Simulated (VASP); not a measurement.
Write the native input for VASP 6.6.1 that does the following.

* Task: single point
* Functional: PBEsol
* Dispersion: D4
* Potentials or basis: VASP PAW PBE potentials, release 64 (Te, Cd)
* Cutoff: 520 eV
* k mesh: 7 × 7 × 7
* Occupations: methfessel-paxton, width 0.01 eV
* Spin: collinear spin, typed start
* Starting moments: [1.0, 0.0] μB
* Fixed moment: 1 μB
* Dipole correction: no
* Further INCAR settings: ALGO = Normal; EDIFF = 1e-06; NBANDS = 20

The structure of CdTe lies in POSCAR:

```
CdTe
1.0
    0.0000000000      3.1834892848      3.1834892848
    3.1834892848      0.0000000000      3.1834892848
    3.1834892848      3.1834892848      0.0000000000
Te Cd
1 1
Direct
    0.7500000000      0.7500000000      0.7500000000
    0.0000000000      0.0000000000      0.0000000000
```

The cell isn't the ideal one: volume scaled by 0.98.

One way to write it, as run:

INCAR

```
SYSTEM = CdTe
PREC     = Accurate       ! precision mode
ENCUT    = 520            ! plane-wave cutoff, eV
EDIFF    = 1E-6           ! SCF threshold, eV
ISMEAR   = 1              ! smearing method
SIGMA    = 0.01           ! smearing width, eV
LREAL    = .FALSE.        ! projectors in reciprocal space
LASPH    = .TRUE.         ! aspherical terms in the spheres
NELM     = 150            ! most SCF steps
ALGO     = Normal         ! electronic algorithm
ISIF     = 2              ! what is computed and relaxed
LWAVE    = .FALSE.        ! write WAVECAR
LCHARG   = .FALSE.        ! write CHGCAR
ISPIN    = 2              ! spin polarisation
MAGMOM   = 1 0            ! initial moments
LORBIT   = 11             ! projections on sites
NUPDOWN  = 1.0            ! fixed moment
GGA      = PS             ! functional
IVDW     = 13             ! dispersion correction
NBANDS   = 20             ! bands
```

KPOINTS

```
regular mesh
0
G
  7 7 7
  0 0 0
```

Potentials or basis: VASP PAW PBE potentials, release 64 (Te, Cd).

Launch:

```console
$ cat potpaw_PBE.64/Te/POTCAR potpaw_PBE.64/Cd/POTCAR > POTCAR
$ mpirun -np 1 vasp_std > vasp.out
```

It gave:

```
Pressure                                              : 5.0 GPa
Net moment                                            : 1.00 μB per cell
Site moments                                          : Te +0.35; Cd +0.17 μB
Valence electrons inside the program's atomic spheres : Te 3.40; Cd 10.39
Dispersion energy per atom                            : -0.225 eV
```

Caveat: the PAW data sets were made with another functional, which shifts forces and pressure a little; the total moment is fixed, so each spin has its own Fermi level.

It took 37 s on 1 thread of Intel(R) Xeon(R) Platinum 8488C (Sapphire Rapids) (shared host), peak memory 0.25 GiB.
